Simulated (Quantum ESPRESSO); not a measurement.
# V (Im-3m) in Quantum ESPRESSO: a series of runs, part 2 of 4

Quantum ESPRESSO 7.5.

## 3. Phonons, LDA, collinear spin, ferromagnetic start, target pressure 2 GPa, at which the enthalpy is minimised

The input, pw.in:

```
&CONTROL
  calculation = 'scf'
  prefix = 'pwscf'
  outdir = './tmp'
  pseudo_dir = './pseudo'
  tprnfor = .true.
  tstress = .true.
  disk_io = 'low'
/
&SYSTEM
  ibrav = 0
  nat = 1
  ntyp = 1
  ecutwfc = 84
  nbnd = 15
  occupations = 'smearing'
  smearing = 'mv'
  degauss = 0.01469973
  nspin = 2
  starting_magnetization(1) = 0.1538
/
&ELECTRONS
  conv_thr = 2d-10
  electron_maxstep = 120
  mixing_beta = 0.3
/
ATOMIC_SPECIES
V     50.9415 V.upf
CELL_PARAMETERS bohr
  -2.8617067568    2.8617067568    2.8617067568
   2.8617067568   -2.8617067568    2.8617067568
   2.8617067568    2.8617067568   -2.8617067568
ATOMIC_POSITIONS bohr
V      0.0000000000    0.0000000000    0.0000000000
K_POINTS automatic
8 8 8 0 0 0
```

The input, relax.in:

```
&CONTROL
  calculation = 'vc-relax'
  prefix = 'pwscf'
  outdir = './tmp'
  pseudo_dir = './pseudo'
  tprnfor = .true.
  tstress = .true.
  disk_io = 'low'
  nstep = 40
  forc_conv_thr = 0.0001
  etot_conv_thr = 1d-06
/
&SYSTEM
  ibrav = 0
  nat = 1
  ntyp = 1
  ecutwfc = 84
  nbnd = 15
  occupations = 'smearing'
  smearing = 'mv'
  degauss = 0.01469973
  nspin = 2
  starting_magnetization(1) = 0.1538
/
&ELECTRONS
  conv_thr = 2d-10
  electron_maxstep = 120
  mixing_beta = 0.3
/
&IONS
  ion_dynamics = 'bfgs'
/
&CELL
  cell_dynamics = 'bfgs'
  press = 20
  press_conv_thr = 0.2
/
ATOMIC_SPECIES
V     50.9415 V.upf
CELL_PARAMETERS bohr
  -2.8617067568    2.8617067568    2.8617067568
   2.8617067568   -2.8617067568    2.8617067568
   2.8617067568    2.8617067568   -2.8617067568
ATOMIC_POSITIONS bohr
V      0.0000000000    0.0000000000    0.0000000000
K_POINTS automatic
8 8 8 0 0 0
```

The input, scf2.in:

```
&CONTROL
  calculation = 'scf'
  prefix = 'pwscf'
  outdir = './tmp'
  pseudo_dir = './pseudo'
  tprnfor = .true.
  tstress = .true.
  disk_io = 'low'
/
&SYSTEM
  ibrav = 0
  nat = 1
  ntyp = 1
  ecutwfc = 84
  nbnd = 15
  occupations = 'smearing'
  smearing = 'mv'
  degauss = 0.01469973
  nspin = 2
  starting_magnetization(1) = 0.1538
/
&ELECTRONS
  conv_thr = 1d-13
  electron_maxstep = 120
  mixing_beta = 0.3
  startingpot = 'file'
  startingwfc = 'file'
/
ATOMIC_SPECIES
V     50.9415 V.upf
CELL_PARAMETERS bohr
  -2.7536483202    2.7536483202    2.7536483202
   2.7536483202   -2.7536483202    2.7536483202
   2.7536483202    2.7536483202   -2.7536483202
ATOMIC_POSITIONS bohr
V      0.0000000000    0.0000000000    0.0000000000
K_POINTS automatic
8 8 8 0 0 0
```

The input, ph.in:

```
phonons of V
&INPUTPH
  prefix = 'pwscf'
  outdir = './tmp'
  tr2_ph = 1d-18
  fildyn = 'dyn'
  niter_ph = 90
  alpha_mix(1) = 0.4
/
-0.0000000000 0.8660254038 -0.0000000000
```

Potentials or basis: PseudoDojo 0.4.1 SR LDA standard.

Started as:

```console
$ OMP_NUM_THREADS=1 mpirun -n 4 pw.x -nk 4 -in pw.in > pw.out
$ OMP_NUM_THREADS=1 mpirun -n 4 pw.x -nk 4 -in relax.in > relax.out
$ OMP_NUM_THREADS=1 mpirun -n 4 pw.x -nk 4 -in scf2.in > scf2.out
$ OMP_NUM_THREADS=1 mpirun -n 4 ph.x -nk 4 -in ph.in > ph.out
```

pw.out:

```text
This program is part of the open-source Quantum ESPRESSO suite
     for quantum simulation of materials; please cite
[... 6 lines left out ...]
     using ibrav=0 with symmetry is DISCOURAGED, use correct ibrav instead

     K-points division:     npool     =       4
     Subspace diagonalization in iterative solution of the eigenvalue problem:
     a serial algorithm will be used

     G-vector sticks info
     --------------------
     sticks:   dense  smooth     PW     G-vecs:    dense   smooth      PW
     Sum         623     623    221                 9861     9861    2123

     Using Slab Decomposition

     bravais-lattice index     =            0
     lattice parameter (alat)  =       4.9566  a.u.
     unit-cell volume          =      93.7423 (a.u.)^3
     number of atoms/cell      =            1
     number of atomic types    =            1
     number of electrons       =        13.00
     number of Kohn-Sham states=           15
     kinetic-energy cutoff     =      84.0000  Ry
     charge density cutoff     =     336.0000  Ry
     scf convergence threshold =      2.0E-10
     mixing beta               =       0.3000
     number of iterations used =            8  plain     mixing
     Exchange-correlation= SLA  PW   NOGX NOGC
                           (   1   4   0   0   0   0   0)

     celldm(1)=   4.956621  celldm(2)=   0.000000  celldm(3)=   0.000000
     celldm(4)=   0.000000  celldm(5)=   0.000000  celldm(6)=   0.000000

     crystal axes: (cart. coord. in units of alat)
               a(1) = (  -0.577350   0.577350   0.577350 )
               a(2) = (   0.577350  -0.577350   0.577350 )
               a(3) = (   0.577350   0.577350  -0.577350 )

[... 83 lines left out ...]
     ethr =  6.68E-04,  avg # of iterations =  1.1

     total energy              =    -147.49184328 Ry
     estimated scf accuracy    <       0.08753804 Ry
[... 124 lines left out ...]
     iteration # 14     ecut=    84.00 Ry     beta= 0.30
     Davidson diagonalization with overlap
     ethr =  7.32E-12,  avg # of iterations =  1.0

     Magnetic moment per site  (integrated on atomic sphere of radius R)
     atom   1 (R=0.413)  charge= 11.3318  magn=  0.0000

     End of self-consistent calculation

 ------ SPIN UP ------------

          k = 0.0000 0.0000 0.0000 (  1205 PWs)   bands (ev):

   -47.3549 -21.0165 -21.0165 -21.0165   9.2749  16.1595  16.1595  16.1595
    18.0814  18.0814  36.1448  36.1448  36.1448  42.7188  42.7188
[... 138 lines left out ...]
   -47.0445 -21.5945 -21.5945 -21.5945  12.8793  12.8793  19.3826  19.3826
    19.3826  25.6698  25.6698  25.6698  32.3372  32.3372  36.7801

 ------ SPIN DOWN ----------

          k = 0.0000 0.0000 0.0000 (  1205 PWs)   bands (ev):

   -47.3549 -21.0164 -21.0164 -21.0164   9.2749  16.1596  16.1596  16.1596
    18.0814  18.0814  36.1448  36.1448  36.1448  42.7188  42.7188
[... 138 lines left out ...]
   -47.0444 -21.5945 -21.5945 -21.5945  12.8793  12.8793  19.3827  19.3827
    19.3827  25.6698  25.6698  25.6698  32.3372  32.3372  36.7801

     the Fermi energy is    15.7662 ev

!    total energy              =    -147.51871047 Ry
     estimated scf accuracy    <          3.6E-11 Ry
     smearing contrib. (-TS)   =       0.00034089 Ry
     internal energy E=F+TS    =    -147.51905136 Ry

     The total energy is F=E-TS. E is the sum of the following terms:
     one-electron contribution =     -46.68958131 Ry
     hartree contribution      =      29.26406187 Ry
     xc contribution           =     -22.63485338 Ry
     ewald contribution        =    -107.45867855 Ry

     total magnetization       =     0.00 Bohr mag/cell
     absolute magnetization    =     0.00 Bohr mag/cell

     convergence has been achieved in  14 iterations

     Forces acting on atoms (cartesian axes, Ry/au):

     atom    1 type  1   force =     0.00000000    0.00000000    0.00000000

     Total force =     0.000000     Total SCF correction =     0.000000

     Computing stress (Cartesian axis) and pressure

          total   stress  (Ry/bohr**3)                   (kbar)     P=     -186.62
  -0.00126859   0.00000000   0.00000000         -186.62        0.00        0.00
   0.00000000  -0.00126859   0.00000000            0.00     -186.62        0.00
   0.00000000   0.00000000  -0.00126859            0.00        0.00     -186.62

=------------------------------------------------------------------------------=
   JOB DONE.
=------------------------------------------------------------------------------=
```

scf2.out:

```text
This program is part of the open-source Quantum ESPRESSO suite
     for quantum simulation of materials; please cite
[... 6 lines left out ...]
     using ibrav=0 with symmetry is DISCOURAGED, use correct ibrav instead

     K-points division:     npool     =       4
[... 453 lines left out ...]
   0.00013545   0.00000000   0.00000000           19.92        0.00        0.00
   0.00000000   0.00013545   0.00000000            0.00       19.92        0.00
   0.00000000   0.00000000   0.00013545            0.00        0.00       19.92

=------------------------------------------------------------------------------=
   JOB DONE.
=------------------------------------------------------------------------------=
```

Run time: 62 s. Hardware: 4 MPI ranks of Intel Xeon Platinum 8259CL at 2.50GHz (Skylake/Cascade Lake), shared host; peak memory 0.36 GiB.

Results:

```
Free energy                                           : -2007.1832 eV
Relaxed volume                                        : 12.38 Å³/atom
Relaxed cell                                          : a = 2.524 Å, b = 2.524 Å, c = 2.524 Å, α = 109.47°, β = 109.47°, γ = 109.47°
Space group after relaxing (to 0.05 Å)                : Im-3m (No. 229)
Pressure after relaxing                               : 2.0 GPa
Band gap on the k mesh                                : none (metal or under the smearing width)
Net moment                                            : 0.00 μB per cell
Absolute moment                                       : 0.00 μB per cell
Valence electrons inside the program's atomic spheres : V 11.33
Highest phonon frequency at the q point run           : 333 cm⁻¹
```

Step by step:
| step | energy change (eV) | largest force (eV/Å) | pressure (GPa) | volume (Å³) |
| --- | --- | --- | --- | --- |
| 1 | 0.0000 | 0.0000 | -18.66 | 13.89 |
| 2 | -0.0896 | 0.0000 | 0.17 | 12.48 |
| 3 | -0.0887 | 0.0000 | 2.37 | 12.36 |
| 4 | -0.0890 | 0.0000 | 1.99 | 12.38 |
| 5 | -0.0890 | 0.0000 | 2.00 | 12.38 |
| 6 | -0.0890 | 0.0000 | 2.00 | 12.38 |

Final structure:
```
CELL_PARAMETERS angstrom
-1.45717 1.45717 1.45717
1.45717 -1.45717 1.45717
1.45717 1.45717 -1.45717
ATOMIC_POSITIONS crystal
V 0.00000 0.00000 0.00000
```

Phonon frequencies in cm⁻¹ (negative: imaginary):
```
               q point  frequencies
(0.500, -0.500, 0.500)  333 333 333
```

Phonon modes at q = (0.500, -0.500, 0.500) in reciprocal lattice units:
```csv
mode,symmetry,cm⁻¹
1,T_1u,333
2,T_1u,333
3,T_1u,333
```

Caveat: the k mesh is coarse (spacing up to 0.37 Å⁻¹), so the values aren't converged; the mesh is thin for the phonons of a metal.

## 4. Phonons, LDA, collinear spin, ferromagnetic start, target pressure 5 GPa, at which the enthalpy is minimised

pw.in is that of step 3.

relax.in, as its differences from that of step 3:

```diff
@@ -34,3 +34,3 @@
   cell_dynamics = 'bfgs'
-  press = 20
+  press = 50
   press_conv_thr = 0.2
```

scf2.in, as its differences from that of step 3:

```diff
@@ -31,5 +31,5 @@
 CELL_PARAMETERS bohr
-  -2.7536483202    2.7536483202    2.7536483202
-   2.7536483202   -2.7536483202    2.7536483202
-   2.7536483202    2.7536483202   -2.7536483202
+  -2.7419220429    2.7419220429    2.7419220429
+   2.7419220429   -2.7419220429    2.7419220429
+   2.7419220429    2.7419220429   -2.7419220429
 ATOMIC_POSITIONS bohr
```

ph.in, as its differences from that of step 3:

```diff
@@ -9,2 +9,2 @@
 /
--0.0000000000 0.8660254038 -0.0000000000
+0.0000000000 0.8660254038 0.0000000000
```

Potentials or basis: PseudoDojo 0.4.1 SR LDA standard.

Started as:

```console
$ OMP_NUM_THREADS=1 mpirun -n 4 pw.x -nk 4 -in pw.in > pw.out
$ OMP_NUM_THREADS=1 mpirun -n 4 pw.x -nk 4 -in relax.in > relax.out
$ OMP_NUM_THREADS=1 mpirun -n 4 pw.x -nk 4 -in scf2.in > scf2.out
$ OMP_NUM_THREADS=1 mpirun -n 4 ph.x -nk 4 -in ph.in > ph.out
```

pw.out:

```text
This program is part of the open-source Quantum ESPRESSO suite
     for quantum simulation of materials; please cite
         "P. Giannozzi et al., J. Phys.:Condens. Matter 21 395502 (2009);
         "P. Giannozzi et al., J. Phys.:Condens. Matter 29 465901 (2017);
         "P. Giannozzi et al., J. Chem. Phys. 152 154105 (2020);
     in publications or presentations arising from this work. More details at

     Message from routine setup:
     using ibrav=0 with symmetry is DISCOURAGED, use correct ibrav instead

     K-points division:     npool     =       4
     Subspace diagonalization in iterative solution of the eigenvalue problem:
     a serial algorithm will be used

     G-vector sticks info
     --------------------
     sticks:   dense  smooth     PW     G-vecs:    dense   smooth      PW
     Sum         623     623    221                 9861     9861    2123

     Using Slab Decomposition

     bravais-lattice index     =            0
     lattice parameter (alat)  =       4.9566  a.u.
     unit-cell volume          =      93.7423 (a.u.)^3
     number of atoms/cell      =            1
     number of atomic types    =            1
     number of electrons       =        13.00
     number of Kohn-Sham states=           15
     kinetic-energy cutoff     =      84.0000  Ry
     charge density cutoff     =     336.0000  Ry
     scf convergence threshold =      2.0E-10
     mixing beta               =       0.3000
     number of iterations used =            8  plain     mixing
[... 91 lines left out ...]
     Diagonalizing with lowered threshold

     Davidson diagonalization with overlap
     ethr =  6.68E-04,  avg # of iterations =  1.1

     total energy              =    -147.49184328 Ry
     estimated scf accuracy    <       0.08753804 Ry
[... 124 lines left out ...]
     iteration # 14     ecut=    84.00 Ry     beta= 0.30
     Davidson diagonalization with overlap
     ethr =  7.32E-12,  avg # of iterations =  1.0

     Magnetic moment per site  (integrated on atomic sphere of radius R)
     atom   1 (R=0.413)  charge= 11.3318  magn=  0.0000

     End of self-consistent calculation

 ------ SPIN UP ------------

          k = 0.0000 0.0000 0.0000 (  1205 PWs)   bands (ev):

   -47.3549 -21.0165 -21.0165 -21.0165   9.2749  16.1595  16.1595  16.1595
    18.0814  18.0814  36.1448  36.1448  36.1448  42.7188  42.7188
[... 138 lines left out ...]
   -47.0445 -21.5945 -21.5945 -21.5945  12.8793  12.8793  19.3826  19.3826
    19.3826  25.6698  25.6698  25.6698  32.3372  32.3372  36.7801

 ------ SPIN DOWN ----------

          k = 0.0000 0.0000 0.0000 (  1205 PWs)   bands (ev):

   -47.3549 -21.0164 -21.0164 -21.0164   9.2749  16.1596  16.1596  16.1596
    18.0814  18.0814  36.1448  36.1448  36.1448  42.7188  42.7188
[... 138 lines left out ...]
   -47.0444 -21.5945 -21.5945 -21.5945  12.8793  12.8793  19.3827  19.3827
    19.3827  25.6698  25.6698  25.6698  32.3372  32.3372  36.7801

     the Fermi energy is    15.7662 ev

!    total energy              =    -147.51871047 Ry
     estimated scf accuracy    <          3.6E-11 Ry
     smearing contrib. (-TS)   =       0.00034089 Ry
     internal energy E=F+TS    =    -147.51905136 Ry

     The total energy is F=E-TS. E is the sum of the following terms:
     one-electron contribution =     -46.68958131 Ry
     hartree contribution      =      29.26406187 Ry
     xc contribution           =     -22.63485338 Ry
     ewald contribution        =    -107.45867855 Ry

     total magnetization       =     0.00 Bohr mag/cell
     absolute magnetization    =     0.00 Bohr mag/cell

     convergence has been achieved in  14 iterations

     Forces acting on atoms (cartesian axes, Ry/au):

     atom    1 type  1   force =     0.00000000    0.00000000    0.00000000

     Total force =     0.000000     Total SCF correction =     0.000000

     Computing stress (Cartesian axis) and pressure

          total   stress  (Ry/bohr**3)                   (kbar)     P=     -186.62
  -0.00126859  -0.00000000  -0.00000000         -186.62       -0.00       -0.00
  -0.00000000  -0.00126859  -0.00000000           -0.00     -186.62       -0.00
  -0.00000000  -0.00000000  -0.00126859           -0.00       -0.00     -186.62

=------------------------------------------------------------------------------=
   JOB DONE.
=------------------------------------------------------------------------------=
```

relax.out:

```text
This program is part of the open-source Quantum ESPRESSO suite
     for quantum simulation of materials; please cite
         "P. Giannozzi et al., J. Phys.:Condens. Matter 21 395502 (2009);
         "P. Giannozzi et al., J. Phys.:Condens. Matter 29 465901 (2017);
         "P. Giannozzi et al., J. Chem. Phys. 152 154105 (2020);
[... 2853 lines left out ...]
  -0.00000000   0.00033914  -0.00000000           -0.00       49.89       -0.00
  -0.00000000  -0.00000000   0.00033914           -0.00       -0.00       49.89

=------------------------------------------------------------------------------=
   JOB DONE.
=------------------------------------------------------------------------------=
```

scf2.out:

```text
This program is part of the open-source Quantum ESPRESSO suite
     for quantum simulation of materials; please cite
         "P. Giannozzi et al., J. Phys.:Condens. Matter 21 395502 (2009);
         "P. Giannozzi et al., J. Phys.:Condens. Matter 29 465901 (2017);
         "P. Giannozzi et al., J. Chem. Phys. 152 154105 (2020);
[... 460 lines left out ...]
   0.00000000   0.00033912   0.00000000            0.00       49.89        0.00
   0.00000000   0.00000000   0.00033912            0.00        0.00       49.89

=------------------------------------------------------------------------------=
   JOB DONE.
=------------------------------------------------------------------------------=
```

Run time: 61 s. Hardware: 4 MPI ranks of Intel Xeon Platinum 8259CL at 2.50GHz (Skylake/Cascade Lake), shared host; peak memory 0.36 GiB.

Results:

```
Free energy                                           : -2007.1798 eV
Relaxed volume                                        : 12.22 Å³/atom
Relaxed cell                                          : a = 2.513 Å, b = 2.513 Å, c = 2.513 Å, α = 109.47°, β = 109.47°, γ = 109.47°
Space group after relaxing (to 0.05 Å)                : Im-3m (No. 229)
Pressure after relaxing                               : 5.0 GPa
Band gap on the k mesh                                : none (metal or under the smearing width)
Net moment                                            : 0.00 μB per cell
Absolute moment                                       : 0.00 μB per cell
Valence electrons inside the program's atomic spheres : V 11.33
Highest phonon frequency at the q point run           : 338 cm⁻¹
```

The path:
| step | energy change (eV) | largest force (eV/Å) | pressure (GPa) | volume (Å³) |
| --- | --- | --- | --- | --- |
| 1 | 0.0000 | 0.0000 | -18.66 | 13.89 |
| 2 | -0.0873 | 0.0000 | 3.78 | 12.28 |
| 3 | -0.0851 | 0.0000 | 5.26 | 12.21 |
| 4 | -0.0855 | 0.0000 | 5.00 | 12.22 |
| 5 | -0.0855 | 0.0000 | 5.00 | 12.22 |

Final structure:
```
CELL_PARAMETERS angstrom
-1.45096 1.45096 1.45096
1.45096 -1.45096 1.45096
1.45096 1.45096 -1.45096
ATOMIC_POSITIONS crystal
V 0.00000 0.00000 0.00000
```

Phonon frequencies in cm⁻¹ (negative: imaginary):
| q point | frequencies |
| --- | --- |
| (0.500, -0.500, 0.500) | 338 338 338 |

Phonon modes at q = (0.500, -0.500, 0.500) in reciprocal lattice units:
```csv
mode,symmetry,cm⁻¹
1,T_1u,338
2,T_1u,338
3,T_1u,338
```

Caveat: the k mesh is coarse (spacing up to 0.37 Å⁻¹), so the values aren't converged; the mesh is thin for the phonons of a metal; the cell is more than 3 GPa from zero pressure, which shifts response properties.

(Continued in part 3 of 4.)
